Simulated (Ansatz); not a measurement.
# Residual resistivity of an alloy: Ru(0001) with 2 layers of random Ru-Ir, 2x2

Aim: the residual resistivity of a random alloy, from Ru(0001) with 2 layers of random Ru-Ir, 2x2 and longer regions.

Method: Ansatz plane-wave DFT, PBE, PAW files; ballistic transport by layer matching (Landauer), zero bias; PAW set soft_1, in Ansatz 0.2.0.

### Step 1. Set-up

The cell holds 48 atoms: 47 Ru and 1 Ir. Cell: a = 5.412 Å, b = 5.412 Å, c = 25.691 Å, α = 90.0°, β = 90.0°, γ = 120.0°. It derives from Ru. Regions: lead, 40 atoms (40 Ru); scattering region, 8 atoms (7 Ru and 1 Ir). The structure is stacked along c, and the current runs across the ab planes.

### Step 2. With 2 alloy layers

In 2 layers a share of 0.125 of the sites is given to Ir at random. The layers about the cell's end stay perfect and serve as the lead. Energies from -0.05 to 0.05 eV in steps of 0.05 eV are too few for the program's thermal sum, so it prints no conductance; for a metal the transmission near the Fermi level serves, at a fraction of the cost.

The input, input.yaml:

```yaml
crystal:
  lattice:
    - [5.4116, 0.0, 0.0]
    - [-2.7058, 4.6865830751, 0.0]
    - [0.0, 0.0, 25.6914]
  atoms:
    - { symbol: Ru, position: [0.1666666667, 0.3333333333, 0.0416666667] }
    - { symbol: Ru, position: [0.1666666667, 0.8333333333, 0.0416666667] }
    - { symbol: Ru, position: [0.6666666667, 0.3333333333, 0.0416666667] }
    - { symbol: Ru, position: [0.6666666667, 0.8333333333, 0.0416666667] }
    - { symbol: Ru, position: [0.3333333333, 0.1666666667, 0.125] }
    - { symbol: Ru, position: [0.3333333333, 0.6666666667, 0.125] }
    - { symbol: Ru, position: [0.8333333333, 0.1666666667, 0.125] }
    - { symbol: Ru, position: [0.8333333333, 0.6666666667, 0.125] }
    - { symbol: Ru, position: [0.1666666667, 0.3333333333, 0.2083333333] }
    - { symbol: Ru, position: [0.1666666667, 0.8333333333, 0.2083333333] }
    - { symbol: Ru, position: [0.6666666667, 0.3333333333, 0.2083333333] }
    - { symbol: Ru, position: [0.6666666667, 0.8333333333, 0.2083333333] }
    - { symbol: Ru, position: [0.3333333333, 0.1666666667, 0.2916666667] }
    - { symbol: Ru, position: [0.3333333333, 0.6666666667, 0.2916666667] }
    - { symbol: Ru, position: [0.8333333333, 0.1666666667, 0.2916666667] }
    - { symbol: Ru, position: [0.8333333333, 0.6666666667, 0.2916666667] }
    - { symbol: Ru, position: [0.1666666667, 0.3333333333, 0.375] }
    - { symbol: Ru, position: [0.1666666667, 0.8333333333, 0.375] }
    - { symbol: Ru, position: [0.6666666667, 0.3333333333, 0.375] }
    - { symbol: Ru, position: [0.6666666667, 0.8333333333, 0.375] }
    - { symbol: Ru, position: [0.3333333333, 0.1666666667, 0.4583333333] }
    - { symbol: Ru, position: [0.3333333333, 0.6666666667, 0.4583333333] }
    - { symbol: Ru, position: [0.8333333333, 0.1666666667, 0.4583333333] }
    - { symbol: Ru, position: [0.8333333333, 0.6666666667, 0.4583333333] }
    - { symbol: Ru, position: [0.1666666667, 0.3333333333, 0.5416666667] }
    - { symbol: Ru, position: [0.1666666667, 0.8333333333, 0.5416666667] }
    - { symbol: Ir, position: [0.6666666667, 0.3333333333, 0.5416666667] }
    - { symbol: Ru, position: [0.6666666667, 0.8333333333, 0.5416666667] }
    - { symbol: Ru, position: [0.3333333333, 0.1666666667, 0.625] }
    - { symbol: Ru, position: [0.3333333333, 0.6666666667, 0.625] }
    - { symbol: Ru, position: [0.8333333333, 0.1666666667, 0.625] }
    - { symbol: Ru, position: [0.8333333333, 0.6666666667, 0.625] }
    - { symbol: Ru, position: [0.1666666667, 0.3333333333, 0.7083333333] }
    - { symbol: Ru, position: [0.1666666667, 0.8333333333, 0.7083333333] }
    - { symbol: Ru, position: [0.6666666667, 0.3333333333, 0.7083333333] }
    - { symbol: Ru, position: [0.6666666667, 0.8333333333, 0.7083333333] }
    - { symbol: Ru, position: [0.3333333333, 0.1666666667, 0.7916666667] }
    - { symbol: Ru, position: [0.3333333333, 0.6666666667, 0.7916666667] }
    - { symbol: Ru, position: [0.8333333333, 0.1666666667, 0.7916666667] }
    - { symbol: Ru, position: [0.8333333333, 0.6666666667, 0.7916666667] }
    - { symbol: Ru, position: [0.1666666667, 0.3333333333, 0.875] }
    - { symbol: Ru, position: [0.1666666667, 0.8333333333, 0.875] }
    - { symbol: Ru, position: [0.6666666667, 0.3333333333, 0.875] }
    - { symbol: Ru, position: [0.6666666667, 0.8333333333, 0.875] }
    - { symbol: Ru, position: [0.3333333333, 0.1666666667, 0.9583333333] }
    - { symbol: Ru, position: [0.3333333333, 0.6666666667, 0.9583333333] }
    - { symbol: Ru, position: [0.8333333333, 0.1666666667, 0.9583333333] }
    - { symbol: Ru, position: [0.8333333333, 0.6666666667, 0.9583333333] }
kpoints:
  mp_grid: { grid: [5, 5, 1] }
hamiltonian:
  xc: pbe
  pseudopotentials: { kind: paw, azcp: { folder: soft_1 } }
scf:
  occupations: { method: fermi_dirac, width: 0.1 }
output:
  transmission:
    leads: [[0, 8]]
    kmesh: [10, 10]
    e_range: [-0.05, 0.05]
    de: 0.05
  write_potential: true
  write_density: true
  volumetric_format: npy
```

Run with:

```sh
$ ansatz run input.yaml --threads 4 --pin off --max-ram 15360MiB --backend cpu --events-out ev --progress --plain --runs-dir out
```

Numbers of over 12 decimals in the logs are rounded to 6 here.

The log of the run:

```text
Engine: ansatz 0.2.0, aarch64-unknown-linux-gnu
Pseudopotentials: kind: paw
Pseudopotential: Ru, paw, valence charge 16, recommended cutoff 420 eV (normal), soft_1/Ru.paw.azcp
Pseudopotential: Ir, paw, valence charge 17, recommended cutoff 420 eV (normal), soft_1/Ir.paw.azcp
Functional definition: PBE
  parameter kappa = 0.804
  parameter beta = 0.066725
  exchange = pbe_x(kappa = kappa, mu = beta*pi^2/3)
  correlation = pbe_c(beta = beta)
Crystal: 48 atoms, lattice volume = 651.583 Å³
Basis set: ecut = 420 eV, 12691 PW (Γ)
Bands: 462, of which v1, the nominal top of the filled ones, is band 385 counted from 1 (384 counted from 0)
Symmetry: 12 space group operations
Space group: P-6m2 (ITA 187), of the structure as read, at distance tolerance 8.7e-5 Å
k-points: 5 of 25 (time reversal used)
Non-local potential: Ru, projectors of the file, l = 0: 3, l = 1: 2, l = 2: 2, l = 3: 1
Non-local potential: Ir, projectors of the file, l = 0: 3, l = 1: 2, l = 2: 2, l = 3: 1
PAW form: soft (Blöchl's): semilocal exchange-correlation on the pseudo side does not see the compensation charge
PAW one-centre angular grid: Ru, 590 points (default); XC on 64 Gauss nodes
PAW one-centre angular grid: Ir, 590 points (default); XC on 64 Gauss nodes
Initial density: superposition of atomic densities (chi_scale 0.1, normalization cell)
Initial wavefunctions: pseudopotential atomic-orbital guess
Functional: x = pbe(κ = 0.804, μ = 0.219515), c = pbe(β = 0.066725)
SCF iter   1: F=—  HF=-288267.563741 eV  |F-HF|=—  |Δ(HF+E_count)|=         —  Δρ=1.23e-1  dr2=9.81e1  ethr=3.10e-3  ⟨swp⟩=5.0  Hψ=7381  notcnv=0  defer=2
preconditioner: auto → Kerker (q_TF=auto, 2.805 Å⁻¹)  [metal: Δε(μ)=0.030 eV  Ē_g=5.329 eV  σ=0.100 eV  W_gap=0.08  n_scr=268 (ndim 8)  ℏωp=28.5 eV  f_vac=0.000  D(μ)=40.94/eV (n_scr^D=392)]
SCF iter   2: F=—  HF=-288243.994548 eV  |F-HF|=—  |Δ(HF+E_count)|=    2.36e1  Δρ=5.94e-2  dr2=2.24e1  ethr=3.10e-3  ⟨swp⟩=2.6  Hψ=4602  notcnv=0  defer=22
SCF iter   3: F=—  HF=-288237.621663 eV  |F-HF|=—  |Δ(HF+E_count)|=    6.37e0  Δρ=9.59e-3  dr2=3.35e-1  ethr=2.92e-3  ⟨swp⟩=2.0  Hψ=3589  notcnv=0  defer=22
SCF iter   4: F=—  HF=-288237.669304 eV  |F-HF|=—  |Δ(HF+E_count)|=   4.76e-2  Δρ=1.20e-3  dr2=1.48e-2  ethr=4.36e-5  ⟨swp⟩=2.6  Hψ=4226  notcnv=0  defer=19
SCF iter   5: F=—  HF=-288237.669806 eV  |F-HF|=—  |Δ(HF+E_count)|=   5.01e-4  Δρ=2.79e-4  dr2=1.37e-3  ethr=1.92e-6  ⟨swp⟩=1.8  Hψ=2828  notcnv=0  defer=19
SCF iter   6: F=—  HF=-288237.669859 eV  |F-HF|=—  |Δ(HF+E_count)|=   5.28e-5  Δρ=6.29e-5  dr2=3.16e-4  ethr=1.78e-7  ⟨swp⟩=1.0  Hψ=2291  notcnv=0  defer=19
SCF iter   7: F=—  HF=-288237.669821 eV  |F-HF|=—  |Δ(HF+E_count)|=   3.74e-5  Δρ=3.08e-5  dr2=5.53e-6  ethr=4.11e-8  ⟨swp⟩=1.0  Hψ=2291  notcnv=0  defer=19
SCF iter   8: F=—  HF=-288237.671209 eV  |F-HF|=—  |Δ(HF+E_count)|=   1.39e-3  Δρ=5.24e-6  dr2=6.03e-6  ethr=7.19e-10  ⟨swp⟩=2.0  Hψ=3584  notcnv=0  defer=19
SCF iter   9: F=—  HF=-288237.671209 eV  |F-HF|=—  |Δ(HF+E_count)|=   3.24e-8  Δρ=2.40e-6  dr2=3.34e-7  ethr=7.19e-10  ⟨swp⟩=1.0  Hψ=2291  notcnv=0  defer=19
SCF iter  10: F=-288237.671209 eV  HF=-288237.671209 eV  |F-HF|=4.89e-9  |Δ(HF+E_count)|=   8.96e-9  Δρ=3.17e-7  dr2=5.19e-9  ethr=1.30e-11  ⟨swp⟩=6.2  Hψ=4796  notcnv=0
SCF 1 converged in 10 iterations: F = -288237.671209 eV  dr2 = 5.19e-9
  greatest PAW one-centre occupation: 1.000 electrons in one spin orbital (limit 2), on the Ir atom at site 26 (counted from 0), in its partial waves of l = 0
transmission: 68 of 672 steps passed
transmission: 137 of 672 steps passed
[...]
transmission: 672 of 672 steps passed
SCF converged after 10 iterations
Free energy (F): -288237.671209 eV
Harris-Foulkes:  -288237.671209 eV  (|F-HF|=4.89e-9)
Internal energy: -288236.147639 eV  (E = F + TS)
E sigma→0 (E₀):  -288236.909424 eV
Entropy (-TS):   -1.523569 eV (-31.741 meV/atom)
Fermi energy:    23.416057 eV
--- Per-component energies (eV) ---
  E_band       = -2705.655390
  E_kinetic    = 22182.124817
  E_local      = -60739.978181  (includes V_loc(G=0)·N_el)
  E_nonlocal   = 19575.536984
  E_hartree    = 20186.068218
  E_xc         = -8228.825945
  E_vxc        = -10372.593173  (∫ρ·V_xc dr)
  E_paw        = -173835.305131  (= ΣΔE_a)
  E_vpaw       = -13722.910325  (= ΣTr[D̂ρ^β])
  E_aug_tail   = 0.029682  (compensation charges beyond the density's cutoff)
  E_ewald      = -107375.798085
  E_smearing   = -1.523569  (= −TS)
  E_closure    = 0.000000  (closes the sum)
  Σ components = -288237.671209   (vs F -288237.671209, Δ=0.00e0)
--- Band table (eV; the first three rows and the last of 5) ---
  k-point 0: bands = [... 381 lower, 23.9393, 24.4229, 24.4229, 24.4383, 24.4383, 24.5594, 24.5594, 24.5963, ... 73 higher]
  k-point 1: bands = [... 381 lower, 23.5469, 23.5505, 23.8903, 23.8972, 24.0411, 24.0864, 24.1777, 24.1806, ... 73 higher]
  k-point 2: bands = [... 381 lower, 23.0692, 23.0750, 23.1455, 23.2267, 23.2514, 23.4126, 23.4404, 23.4406, ... 73 higher]
  k-point 4: bands = [... 381 lower, 22.9775, 22.9835, 23.1675, 23.1851, 23.2002, 23.2027, 23.4412, 23.4544, ... 73 higher]
--- Transmission ---
  basis      : 223 plane waves across, 48 finite elements along
  points     : 14, standing for a mesh of 10 x 10
  energies   : 3 from -0.050000 to 0.050000 eV about the Fermi level, 0.050000 eV apart; the leads are filled to 0.000000 eV, and channels, transmission and decay are at 0.000000 eV
  crystal 0  : Ru8, at the sites [0, 8], period 4.2819 Å, over 23.55 Å; its Hamiltonian steps by up to 2.5 meV
    offset         : up to 0.0000 Å between an atom of the period and one for which it stands
    channels       : 5.160000e0 a spin
    conductance    : none, the energies end too early or step too widely for 300 K: set another output.transmission.e_range or a lower de, or, where they end at an eighth of basis.ecutwfc, a higher one
  junction   : crystal 0 to crystal 0, 1.44 to 22.85 Å
    transmission   : 4.994551e0 a spin
    conductance    : none, the energies end too early or step too widely for 300 K: set another output.transmission.e_range or a lower de, or, where they end at an eighth of basis.ecutwfc, a higher one
```

Elapsed: 3 min, on 4 threads of Arm Neoverse V1, shared host; peak memory 5.6 GiB; 11 min of CPU time.

Numbers from this step:

```
free energy                                    : -288237.6712 eV
energy at zero smearing                        : -288236.9094 eV
Fermi energy                                   : 23.42 eV
cell area                                      : 25.36 Å²
transmission per spin nearest the Fermi level  : 4.995
open channels per spin nearest the Fermi level : 5.16
step of the lead's potential                   : 2.5 meV
```

Per spin. The transmission, zone mean by energy, zero at the Fermi level:

```
energy (eV)  transmission, zone mean
    -0.0500                     5.06
     0.0000                     4.99
     0.0500                     5.23
```

Per spin. The open channels, zone mean, lead by energy, zero at the Fermi level:

```
energy (eV)  open channels, zone mean, lead
    -0.0500                            5.16
     0.0000                            5.16
     0.0500                            5.64
```

Transmission over k1 and k2. At 0.0000 eV from the Fermi level.

Ten even steps from '0' (1.9) to '9' (11.9):
```
1222221000
1233332100
1234643210
1236996321
3234999432
1123699632
1012346432
1001233332
1000122222
3111131111
```
Columns: k1 (b1) from -0.5 to 0.4; rows upwards: k2 (b2) from -0.5 to 0.4.

Open channels over k1 and k2. At 0.0000 eV from the Fermi level.

Ten even steps from '_' (2.0) to '@' (12.0):
```
::::------::::..__..
..------------..____
..----++##++----....
::----##@@@@##----::
==::--++@@@@@@++--::
::::----##@@@@##----
......----++##++----
..____..------------
::..__..::::------::
==::....::==::....::
```
Columns: k1 (b1) from -0.5 to 0.4; rows upwards: k2 (b2) from -0.5 to 0.4.

Over the solved energies the transmission per spin lies between 4.99 and 5.23, out of 5.32 channels of the lead on average (up to 5.64).

### Step 3. With 6 alloy layers

In 6 layers a share of 0.125 of the sites is given to Ir at random. A fresh draw is used; the growth of the resistance with length is what counts.

System of this step: Ru(0001) with 6 layers of random Ru-Ir, 2x2. The cell holds 64 atoms: 61 Ru and 3 Ir. Cell: a = 5.412 Å, b = 5.412 Å, c = 34.255 Å, α = 90.0°, β = 90.0°, γ = 120.0°. It derives from Ru. Regions: lead, 40 atoms (40 Ru); scattering region, 24 atoms (21 Ru and 3 Ir). The structure is stacked along c, and the current runs across the ab planes.

The input, input.yaml:

```yaml
crystal:
  lattice:
    - [5.4116, 0.0, 0.0]
    - [-2.7058, 4.6865830751, 0.0]
    - [0.0, 0.0, 34.2552]
  atoms:
    - { symbol: Ru, position: [0.1666666667, 0.3333333333, 0.03125] }
    - { symbol: Ru, position: [0.1666666667, 0.8333333333, 0.03125] }
    - { symbol: Ru, position: [0.6666666667, 0.3333333333, 0.03125] }
    - { symbol: Ru, position: [0.6666666667, 0.8333333333, 0.03125] }
    - { symbol: Ru, position: [0.3333333333, 0.1666666667, 0.09375] }
    - { symbol: Ru, position: [0.3333333333, 0.6666666667, 0.09375] }
    - { symbol: Ru, position: [0.8333333333, 0.1666666667, 0.09375] }
    - { symbol: Ru, position: [0.8333333333, 0.6666666667, 0.09375] }
    - { symbol: Ru, position: [0.1666666667, 0.3333333333, 0.15625] }
    - { symbol: Ru, position: [0.1666666667, 0.8333333333, 0.15625] }
    - { symbol: Ru, position: [0.6666666667, 0.3333333333, 0.15625] }
    - { symbol: Ru, position: [0.6666666667, 0.8333333333, 0.15625] }
    - { symbol: Ru, position: [0.3333333333, 0.1666666667, 0.21875] }
    - { symbol: Ru, position: [0.3333333333, 0.6666666667, 0.21875] }
    - { symbol: Ru, position: [0.8333333333, 0.1666666667, 0.21875] }
    - { symbol: Ru, position: [0.8333333333, 0.6666666667, 0.21875] }
    - { symbol: Ru, position: [0.1666666667, 0.3333333333, 0.28125] }
    - { symbol: Ru, position: [0.1666666667, 0.8333333333, 0.28125] }
    - { symbol: Ru, position: [0.6666666667, 0.3333333333, 0.28125] }
    - { symbol: Ru, position: [0.6666666667, 0.8333333333, 0.28125] }
    - { symbol: Ru, position: [0.3333333333, 0.1666666667, 0.34375] }
    - { symbol: Ir, position: [0.3333333333, 0.6666666667, 0.34375] }
    - { symbol: Ru, position: [0.8333333333, 0.1666666667, 0.34375] }
    - { symbol: Ru, position: [0.8333333333, 0.6666666667, 0.34375] }
    - { symbol: Ru, position: [0.1666666667, 0.3333333333, 0.40625] }
    - { symbol: Ru, position: [0.1666666667, 0.8333333333, 0.40625] }
    - { symbol: Ru, position: [0.6666666667, 0.3333333333, 0.40625] }
    - { symbol: Ru, position: [0.6666666667, 0.8333333333, 0.40625] }
    - { symbol: Ir, position: [0.3333333333, 0.1666666667, 0.46875] }
    - { symbol: Ru, position: [0.3333333333, 0.6666666667, 0.46875] }
    - { symbol: Ru, position: [0.8333333333, 0.1666666667, 0.46875] }
    - { symbol: Ru, position: [0.8333333333, 0.6666666667, 0.46875] }
    - { symbol: Ru, position: [0.1666666667, 0.3333333333, 0.53125] }
    - { symbol: Ir, position: [0.1666666667, 0.8333333333, 0.53125] }
    - { symbol: Ru, position: [0.6666666667, 0.3333333333, 0.53125] }
    - { symbol: Ru, position: [0.6666666667, 0.8333333333, 0.53125] }
    - { symbol: Ru, position: [0.3333333333, 0.1666666667, 0.59375] }
    - { symbol: Ru, position: [0.3333333333, 0.6666666667, 0.59375] }
    - { symbol: Ru, position: [0.8333333333, 0.1666666667, 0.59375] }
    - { symbol: Ru, position: [0.8333333333, 0.6666666667, 0.59375] }
    - { symbol: Ru, position: [0.1666666667, 0.3333333333, 0.65625] }
    - { symbol: Ru, position: [0.1666666667, 0.8333333333, 0.65625] }
    - { symbol: Ru, position: [0.6666666667, 0.3333333333, 0.65625] }
    - { symbol: Ru, position: [0.6666666667, 0.8333333333, 0.65625] }
    - { symbol: Ru, position: [0.3333333333, 0.1666666667, 0.71875] }
    - { symbol: Ru, position: [0.3333333333, 0.6666666667, 0.71875] }
    - { symbol: Ru, position: [0.8333333333, 0.1666666667, 0.71875] }
    - { symbol: Ru, position: [0.8333333333, 0.6666666667, 0.71875] }
    - { symbol: Ru, position: [0.1666666667, 0.3333333333, 0.78125] }
    - { symbol: Ru, position: [0.1666666667, 0.8333333333, 0.78125] }
    - { symbol: Ru, position: [0.6666666667, 0.3333333333, 0.78125] }
    - { symbol: Ru, position: [0.6666666667, 0.8333333333, 0.78125] }
    - { symbol: Ru, position: [0.3333333333, 0.1666666667, 0.84375] }
    - { symbol: Ru, position: [0.3333333333, 0.6666666667, 0.84375] }
    - { symbol: Ru, position: [0.8333333333, 0.1666666667, 0.84375] }
    - { symbol: Ru, position: [0.8333333333, 0.6666666667, 0.84375] }
    - { symbol: Ru, position: [0.1666666667, 0.3333333333, 0.90625] }
    - { symbol: Ru, position: [0.1666666667, 0.8333333333, 0.90625] }
    - { symbol: Ru, position: [0.6666666667, 0.3333333333, 0.90625] }
    - { symbol: Ru, position: [0.6666666667, 0.8333333333, 0.90625] }
    - { symbol: Ru, position: [0.3333333333, 0.1666666667, 0.96875] }
    - { symbol: Ru, position: [0.3333333333, 0.6666666667, 0.96875] }
    - { symbol: Ru, position: [0.8333333333, 0.1666666667, 0.96875] }
    - { symbol: Ru, position: [0.8333333333, 0.6666666667, 0.96875] }
kpoints:
  mp_grid: { grid: [5, 5, 1] }
hamiltonian:
  xc: pbe
  pseudopotentials: { kind: paw, azcp: { folder: soft_1 } }
scf:
  occupations: { method: fermi_dirac, width: 0.1 }
output:
  transmission:
    leads: [[0, 8]]
    kmesh: [10, 10]
    e_range: [-0.05, 0.05]
    de: 0.05
  write_potential: true
  write_density: true
  volumetric_format: npy
```

The log of the run:

```text
[...]
Crystal: 64 atoms, lattice volume = 868.777 Å³
Basis set: ecut = 420 eV, 16909 PW (Γ)
Bands: 617, of which v1, the nominal top of the filled ones, is band 514 counted from 1 (513 counted from 0)
Symmetry: 1 space group operations
[...]
k-points: 13 of 25 (time reversal used)
[...]
SCF iter   1: F=—  HF=-394454.092936 eV  |F-HF|=—  |Δ(HF+E_count)|=         —  Δρ=1.23e-1  dr2=1.41e2  ethr=3.10e-3  ⟨swp⟩=5.0  Hψ=25924  notcnv=0  defer=6
[...]
SCF iter  11: F=-394414.104988 eV  HF=-394414.104988 eV  |F-HF|=2.27e-9  |Δ(HF+E_count)|=   4.02e-9  Δρ=1.55e-7  dr2=2.42e-9  ethr=9.74e-12  ⟨swp⟩=7.5  Hψ=16685  notcnv=0
SCF 1 converged in 11 iterations: F = -394414.104988 eV  dr2 = 2.42e-9
[...]
transmission: 329 of 3276 steps passed
transmission: 656 of 3276 steps passed
[...]
transmission: 3276 of 3276 steps passed
SCF converged after 11 iterations
Free energy (F): -394414.104988 eV
[...]
Internal energy: -394411.999049 eV  (E = F + TS)
E sigma→0 (E₀):  -394413.052018 eV
Entropy (-TS):   -2.105940 eV (-32.905 meV/atom)
Fermi energy:    23.541786 eV
[...]
--- Band table (eV; the first three rows and the last of 13) ---
  k-point 0: bands = [... 510 lower, 24.2567, 24.2599, 24.2619, 24.2641, 24.4145, 24.4176, 24.4280, 24.4287, ... 99 higher]
  k-point 1: bands = [... 510 lower, 23.9708, 24.0187, 24.0228, 24.0261, 24.0310, 24.0393, 24.0440, 24.0557, ... 99 higher]
  k-point 2: bands = [... 510 lower, 23.3013, 23.3081, 23.3467, 23.3526, 23.4343, 23.4984, 23.5318, 23.5413, ... 99 higher]
  k-point 12: bands = [... 510 lower, 23.4079, 23.4186, 23.4285, 23.5075, 23.5283, 23.5641, 23.5747, 23.6178, ... 99 higher]
--- Transmission ---
  basis      : 223 plane waves across, 63 finite elements along
  points     : 52, standing for a mesh of 10 x 10
[...]
channels       : 5.280000e0 a spin
[...]
junction   : crystal 0 to crystal 0, -1.44 to 28.53 Å
    transmission   : 4.670284e0 a spin
[...]
```

Run time: 17 min. Hardware: 4 threads; peak memory 10 GiB.

Numbers from this step:

```
free energy                                    : -394414.1050 eV
energy at zero smearing                        : -394413.0520 eV
Fermi energy                                   : 23.54 eV
transmission per spin nearest the Fermi level  : 4.670
open channels per spin nearest the Fermi level : 5.28
step of the lead's potential                   : 3.2 meV
```

Per spin. The transmission, zone mean by energy, zero at the Fermi level:

```
energy (eV)  transmission, zone mean
    -0.0500                     4.71
     0.0000                     4.67
     0.0500                     5.02
```

Over the solved energies the transmission per spin lies between 4.67 and 5.02, out of 5.48 channels of the lead on average (up to 6).

[end of part 1 of 2]

[Logs are printed without paths, hosts, clocks, repeated set-up lines and the standing remarks that a program may print on its own settings, such as how far it seeks lower states.]

[Hosts, paths, dates, database ids (printed as entryN), source tags and the programs' standing remarks are cut or masked in the printed files.]
